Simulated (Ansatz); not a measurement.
# MgS: distorted cells

The calculation used DFT PBE, scalar-relativistic, plane waves, PAW in Ansatz 0.2.0.

Settings: cutoff 420 eV, Γ-centred mesh 6×6×4 on the computed 4-atom cell, Gaussian smearing of 0.02 eV; no spin polarisation.

Reference cell:

```yaml
crystal:
  lattice:
    - [4.03462, 0.00000, 0.00000]
    - [-2.01731, 3.49409, 0.00000]
    - [0.00000, 0.00000, 6.43229]
  atoms:
    - { symbol: Mg, position: [0.66667, 0.33333, 0.49575] }
    - { symbol: Mg, position: [0.33333, 0.66667, 0.99575] }
    - { symbol: S, position: [0.33333, 0.66667, 0.37924] }
    - { symbol: S, position: [0.66667, 0.33333, 0.87924] }
```

Each variant moves atoms of this cell by the vectors given, if any (Å), and then applies a symmetric strain (tensor components, Cartesian axes). The reference cell isn't relaxed at this level. Energies are per atom at zero smearing, counted from the lowest variant. Pressure is positive in compression.

1. strain (xx yy zz yz xz xy, %) 1.33 1.33 10.33 0.00 0.00 0.00; moves: Mg1 (0.000, 0.000, 0.150); Mg2 (0.000, 0.000, 0.150); S3 (0.000, 0.000, -0.150); S4 (0.000, 0.000, -0.150)
2. strain (xx yy zz yz xz xy, %) 1.67 1.67 -4.33 0.00 0.00 0.00; moves: Mg1 (0.000, 0.000, -0.150); Mg2 (0.000, 0.000, -0.150); S3 (0.000, 0.000, 0.150); S4 (0.000, 0.000, 0.150)
3. strain (xx yy zz yz xz xy, %) -1.31 -1.31 -2.81 0.00 0.00 0.00; moves: Mg1 (0.000, 0.000, -0.150); Mg2 (0.000, 0.000, -0.150); S3 (0.000, 0.000, 0.150); S4 (0.000, 0.000, 0.150)
4. strain (xx yy zz yz xz xy, %) 5.05 4.03 1.54 -1.04 -1.05 1.72; moves: Mg1 (-0.087, 0.134, -0.050); Mg2 (0.002, 0.004, -0.337); S3 (0.054, -0.166, 0.170); S4 (0.031, 0.028, 0.217)
5. strain (xx yy zz yz xz xy, %) 0.91 1.59 0.77 0.27 0.03 -0.08; moves: Mg1 (-0.089, 0.010, -0.072); Mg2 (0.037, -0.016, -0.083); S3 (-0.009, 0.020, 0.109); S4 (0.060, -0.015, 0.045)
6. strain (xx yy zz yz xz xy, %) 7.86 7.86 -1.14 0.00 0.00 0.00; moves: Mg1 (0.000, 0.000, 0.150); Mg2 (0.000, 0.000, 0.150); S3 (0.000, 0.000, -0.150); S4 (0.000, 0.000, -0.150)
7. strain (xx yy zz yz xz xy, %) -2.86 -4.84 0.65 0.87 -0.44 0.67; moves: Mg1 (0.074, -0.079, 0.065); Mg2 (-0.099, -0.033, -0.090); S3 (-0.059, 0.011, -0.118); S4 (0.084, 0.101, 0.142)

| variant | ΔE (meV/atom) | P (GPa) | largest force (eV/Å) | gap on mesh (eV) | space group |
| --- | --- | --- | --- | --- | --- |
| 1 | 81.6 | -4.43 | 1.11 | 2.52 | P6_3mc |
| 2 | 8.2 | 1.24 | 0.50 | 2.95 | P6_3mc |
| 3 | 58.0 | 5.45 | 0.74 | 3.25 | P6_3mc |
| 4 | 162.6 | -1.97 | 2.39 | 2.33 | P1 |
| 5 | ? | ? | ? | ? | ? |
| 6 | 277.7 | 0.04 | 3.27 | 2.84 | P6_3mc |
| 7 | ? | ? | ? | ? | ? |

**Question.** Give the withheld rows.

**Answer.**
```csv
variant,ΔE (meV/atom),P (GPa),largest force (eV/Å),gap on mesh (eV),space group
5,0.0,-0.40,0.85,3.04,P1
7,147.3,7.76,3.44,3.32,P1
```

This wurtzite form isn't the usual stable structure of the compound.